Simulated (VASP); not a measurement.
A calculation with VASP 6.6.1 of MnO2 (native input, structure from a POSCAR):

Contents of INCAR:

```
  ALGO = Fast
  EDIFF = 1E-7
  ENCUT = 550
  GGA = PS
  ISIF = 2
  ISMEAR = 0
  ISPIN = 2
  LASPH = True
  LCHARG = True
  LELF = True
  LMAXMIX = 4
  LORBIT = 11
  LREAL = False
  LVHAR = True
  LWAVE = False
  MAGMOM = 4 0 0
  NBANDS = 20
  NELM = 150
  PREC = Accurate
  SIGMA = 0.1
```

The input KPOINTS:

```
k-points
0
Gamma
  11 11 6
```

File POSCAR:

```
MnO2
2.8566
    0.999992361689      0.000000000000      0.000000000000
   -0.499996180844      0.866018788840      0.000000000000
    0.000000000000      0.000000000000      1.610786970139
Mn O
1 2
Direct
    0.0000000000      0.0000000000      0.5000000000
    0.3333333333      0.6666666667      0.7062925700
    0.6666666667      0.3333333333      0.2937074300
```

Potentials or basis: VASP PAW PBE potentials, release 64 (Mn_GW, O_GW).

Launch:

```sh
$ cat potpaw_PBE.64/Mn_GW/POTCAR potpaw_PBE.64/O_GW/POTCAR > POTCAR
$ mpirun -np 1 vasp_std > vasp.out
```

Measurements of this composition are mostly on another form, of space group No. 136.

Question: Write the same calculation in another form: ASE script, Cartesian positions.

Answer: As run:

The input run.py:

```python
from ase.calculators.vasp import Vasp
from ase.dft.bandgap import bandgap
from ase.io import read

atoms = read('MnO2.xyz')
atoms.set_initial_magnetic_moments([4.0, 0.0, 0.0])
calc = Vasp(
    directory='calc',
    xc='pbesol',
    pp='PBE',
    setups={'base': 'minimal', 'Mn': '_GW', 'O': '_GW'},
    prec='Accurate',
    encut=550,
    ediff=1e-06,
    ismear=0,
    sigma=0.1,
    lreal=False,
    lasph=True,
    nelm=120,
    algo='Normal',
    isif=2,
    lwave=False,
    lcharg=False,
    ispin=2,
    lorbit=11,
    lmaxmix=4,
    kpts=[11, 11, 6],
    gamma=True,
    nbands=20,
)
atoms.calc = calc

print('energy (eV):', atoms.get_potential_energy())
print('free energy (eV):', atoms.get_potential_energy(force_consistent=True))
print('forces (eV/A):')
print(atoms.get_forces())
print('stress (eV/A^3, Voigt):', atoms.get_stress())
print('Fermi level (eV):', calc.get_fermi_level())
print('moment (muB):', atoms.get_magnetic_moment())
print('site moments (muB):', atoms.get_magnetic_moments())
gap, top, bottom = bandgap(calc)
print('band gap (eV):', gap, 'from (spin, k, band)', top, 'to', bottom)
```

MnO2.xyz

```xyz
3
Lattice="2.8565781804 0.0000000000 0.0000000000 -1.4282890902 2.4738692722 0.0000000000 0.0000000000 0.0000000000 4.6013740589" Properties=species:S:1:pos:R:3 pbc="T T T"
Mn     0.0000000000      0.0000000000      2.3006870294
O     -0.0000000001      1.6492461815      3.2499163096
O      1.4282890903      0.8246230907      1.3514577493
```

Potentials or basis: VASP PAW PBE potentials, release 64 (Mn_GW, O_GW).

The run is started by

```console
$ python run.py
```

Both were run:

|  | native input, structure from a POSCAR | ASE script, Cartesian positions |
| --- | --- | --- |
| Pressure | -2.3 GPa | -2.4 GPa |
| Largest force | 0.152 eV/Å | 0.153 eV/Å |
| Band gap on the k mesh | 0.70 eV, indirect (least direct gap 0.75 eV) | 0.70 eV, indirect (least direct gap 0.75 eV) |
| Net moment | 3.00 μB per cell | 3.00 μB per cell |
| Site moments | Mn +2.83; O +0.04 μB | Mn +2.83; O +0.04 μB |
| Valence electrons inside the program's atomic spheres | Mn 6.40; O 4.90 | Mn 6.40; O 4.90 |

Keys that steer only the numerical path or the files written may differ.

Caveat: the PAW data sets were made with another functional, which shifts forces and pressure a little; an odd mesh through Γ misses points on the zone boundary, where band edges often lie; a cell with one magnetic atom can't hold antiferromagnetic order, which such compounds often take.
